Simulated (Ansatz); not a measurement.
# La2O3: band structure with PBE

The system is La2O3.

```
CELL_PARAMETERS angstrom
3.93078 0.00000 0.00000
-1.96539 3.40415 0.00000
0.00000 0.00000 6.11195
ATOMIC_POSITIONS crystal
La 0.33333 0.66667 0.24624
La 0.66667 0.33333 0.75376
O 0.00000 0.00000 0.00000
O 0.33333 0.66667 0.64589
O 0.66667 0.33333 0.35411
```

The cell is a database's computed one.

| Property | Result |
| --- | --- |
| Program | Ansatz 0.2.0 |
| Task | band structure |
| Functional | PBE |
| Potentials or basis | JTH PAW |
| Cutoff | 1380 eV (not typed: the program's choice for these potentials) |
| k mesh | 8 × 8 × 5 |
| Occupations | fermi-dirac, width 0.05 eV |
| Spin | no spin polarisation |
| Path | [["G", "M", "K", "G", "A", "L", "H", "A"], ["L", "M"], ["K", "H"]] |
| Points for each segment of the path | 14 |

```
Pressure                : 2.9 GPa
Largest force           : 0.088 eV/Å
Band gap on the k mesh  : 3.88 eV, indirect (least direct gap 4.06 eV)
Band gap along the path : 3.85 eV, indirect (least direct gap 3.97 eV)
```

Forces on the atoms (eV/Å):
```
La   0.000  0.000 -0.088
La   0.000  0.000  0.088
O    0.000  0.000  0.000
O    0.000  0.000 -0.001
O    0.000  0.000  0.001
```

Levels at the corners of the path, in eV from the valence-band top:
```
point  band 17  band 18  band 19  band 20  band 21  band 22  band 23  band 24
    Γ    -1.66    -0.38    -0.38    -0.12     4.31     4.59     4.59     5.16
    M    -0.74    -0.66    -0.41    -0.30     3.85     4.71     5.17     5.20
    K    -0.82    -0.82    -0.80    -0.11     3.85     4.74     4.74     5.00
    Γ    -1.66    -0.38    -0.38    -0.12     4.31     4.59     4.59     5.16
    A    -1.01    -0.78    -0.28    -0.28     4.69     4.72     4.72     4.96
    L    -0.96    -0.71    -0.37     0.00     4.40     4.62     5.06     5.20
    H    -0.57    -0.28    -0.28    -0.23     4.25     4.84     4.92     4.92
    A    -1.01    -0.78    -0.28    -0.28     4.69     4.72     4.72     4.96
    L    -0.96    -0.71    -0.37     0.00     4.40     4.62     5.06     5.20
    M    -0.74    -0.66    -0.41    -0.30     3.85     4.71     5.17     5.20
    K    -0.82    -0.82    -0.80    -0.11     3.85     4.74     4.74     5.00
    H    -0.57    -0.28    -0.28    -0.23     4.25     4.84     4.92     4.92
```

Wall time 29 s on 2 threads of Arm Neoverse V2, with other jobs on the host, peak memory 1.2 GiB.

Caveat: spin-orbit coupling is left out, which moves the levels of the heavy elements.
